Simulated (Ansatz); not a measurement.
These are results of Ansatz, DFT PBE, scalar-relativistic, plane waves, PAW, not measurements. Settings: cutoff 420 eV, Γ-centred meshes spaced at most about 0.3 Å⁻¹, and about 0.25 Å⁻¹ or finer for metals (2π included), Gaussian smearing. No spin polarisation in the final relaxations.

These are static total energies at zero pressure.

Compare these two cells of Ge, each relaxed at this level.

A. Space group R-3m (No. 166), trigonal, a = 11.337 Å, c = 3.900 Å. Ge has 4 Ge at 2.44–2.63 Å.

B. Space group Pnma (No. 62), orthorhombic, a = 8.545 Å, b = 3.883 Å, c = 5.200 Å. Ge on its first site is surrounded by 4 Ge at 2.61–2.65 Å; around Ge on its second site lie 6 Ge at 2.61–2.80 Å.

**Question.** Which form is favoured at zero pressure, and by what margin per atom?

**Answer.** A is lower, by 92 meV/atom. A has space group R-3m (No. 166), 24.1 Å³/atom and no gap on its mesh; B has space group Pnma (No. 62), 21.6 Å³/atom and no gap. Counting all near atoms (those within 1.25 times the shortest such distance or 1.15 times the sum of covalent radii; a plus sign parts nearer from farther groups; a slash parts the counts of unlike sites), A has Ge 4 and B has Ge 4+2/6. The lower one is the more open, so pressure narrows the difference. Both come from invented guesses. A third cell relaxed alike, in Cmcm, lies 94 meV/atom below the lower of the two. The part of the Crystallography Open Database at hand lists Ge in space groups No. 64, 96, 227; no cell shown has one of them.

Cells relaxed within their symmetry can be saddle points.

The preference for A fits germanium's tendency to use its four valence electrons in four directed, sp³-like bonds. Its shortest contacts, at 2.44 Å, match a normal Ge–Ge single bond, while the longest, at 2.63 Å, are clearly weakened, which suggests a strained tetrahedral network. In B, every contact is longer than a normal single bond, and the same valence electrons are spread over more neighbours. This points to delocalised, partly multicentre bonding, which packs the atoms more tightly but gives up covalent energy at zero pressure. The same trade-off underlies germanium's known change from the diamond to the β-tin structure under compression.

The missing gap is plausible for B, but it doesn't establish that A is a metal, since PBE can close the small gap of even diamond-type germanium. Nor is A a candidate ground state: the Cmcm cell is lower by 94 meV/atom, so the comparison ranks two excited arrangements, and a direct pressure-driven change from A to B needn't occur in practice.
